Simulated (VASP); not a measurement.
**WSe$_{2}$ in VASP 6.6.1, relaxation**

INCAR

```
ENCUT = 600
NSW = 40
NBANDS = 20
LWAVE = .FALSE.
GGA = PS
PREC = Normal
SIGMA = 0.02
LCHARG = .FALSE.
LREAL = .FALSE.
ISIF = 3
IBRION = 2
ISMEAR = -1
EDIFF = 1E-7
AMIX = 0.6
NELM = 120
LASPH = .TRUE.
PSTRESS = -30
EDIFFG = -5E-3
```

KPOINTS

```
KPOINTS created by Atomic Simulation Environment
0
Gamma
6 6 6
0 0 0
```

POSCAR

```
W  Se
 1.0000000000000000
    -0.0000000000000000    3.1058615539563106    3.1058615539563106
     3.1058615539563106   -0.0000000000000000    3.1058615539563106
     3.1058615539563106    3.1058615539563106   -0.0000000000000000
 W   Se
   1   2
Cartesian
 -0.0000000000000000  0.0000000000000000 -0.0000000000000000
  1.5529307769781551  1.5529307769781551  1.5529307769781551
  4.6587923309344648  4.6587923309344648  4.6587923309344648
```

The recommended PBE PAW datasets give the neutral cell 26 valence electrons.

Command

```
mpirun -np 1 vasp_std
```

Question: Predict the outcome of this run.

Answer: It converged. Results: relaxed cell vector lengths 4.372, 4.372, 4.372 Å; relaxed cell volume 59.10 Å³.

OSZICAR

```
N       E                     dE             d eps       ncg     rms          rms(c)
DAV:   1     0.198359208178E+03    0.19836E+03   -0.13698E+04   640   0.140E+03
DAV:   2    -0.111959729204E+02   -0.20956E+03   -0.20390E+03   724   0.342E+02
DAV:   3    -0.217077431982E+02   -0.10512E+02   -0.10303E+02   768   0.686E+01
DAV:   4    -0.218609483815E+02   -0.15321E+00   -0.15215E+00   752   0.873E+00
DAV:   5    -0.218623332661E+02   -0.13849E-02   -0.13846E-02   748   0.912E-01    0.157E+01
DAV:   6    -0.226816638611E+02   -0.81933E+00   -0.25246E+01   672   0.228E+01    0.770E+00
DAV:   7    -0.210128557885E+02    0.16688E+01   -0.14849E+01   692   0.173E+01    0.472E+00
DAV:   8    -0.209106683612E+02    0.10219E+00   -0.53184E-01   712   0.411E+00    0.898E-01
DAV:   9    -0.209063346057E+02    0.43338E-02   -0.18804E-02   768   0.674E-01    0.356E-01
DAV:  10    -0.209058390393E+02    0.49557E-03   -0.52426E-03   720   0.282E-01    0.661E-02
...
       N       E                     dE             d eps       ncg     rms          rms(c)
DAV:   1    -0.209823388103E+02   -0.45104E-01   -0.11996E+00   668   0.106E+01    0.227E+00
DAV:   2    -0.209748092891E+02    0.75295E-02   -0.74416E-01   672   0.544E+00    0.136E+00
DAV:   3    -0.209259627178E+02    0.48847E-01   -0.25883E-01   652   0.248E+00    0.176E-01
DAV:   4    -0.209253991528E+02    0.56357E-03   -0.75603E-03   692   0.592E-01    0.120E-01
DAV:   5    -0.209254357775E+02   -0.36625E-04   -0.22480E-04   728   0.101E-01    0.639E-02
DAV:   6    -0.209254271721E+02    0.86054E-05   -0.51957E-05   748   0.389E-02    0.940E-03
DAV:   7    -0.209254268239E+02    0.34827E-06   -0.45894E-06   680   0.102E-02    0.493E-03
DAV:   8    -0.209254267711E+02    0.52802E-07   -0.38664E-07   596   0.444E-03
   3 F= -.22032099E+02 E0= -.22028337E+02  d E =-.436387E-02
```

| ionic step | ΔH (meV/atom) | volume (Å³) | largest force (eV/Å) | pressure (GPa) | electronic steps |
| --- | --- | --- | --- | --- | --- |
| 1 | 0.0 | 59.92 | 0.000 | -4.68 | 14 |
| 2 | 0.7 | 58.12 | 0.000 | -0.82 | 11 |
| 3 | -1.5 | 59.10 | 0.000 | -3.00 | 8 |

For comparison, a separate PBEsol relaxation on usual settings, not on those above, ends at 57.76 Å³.
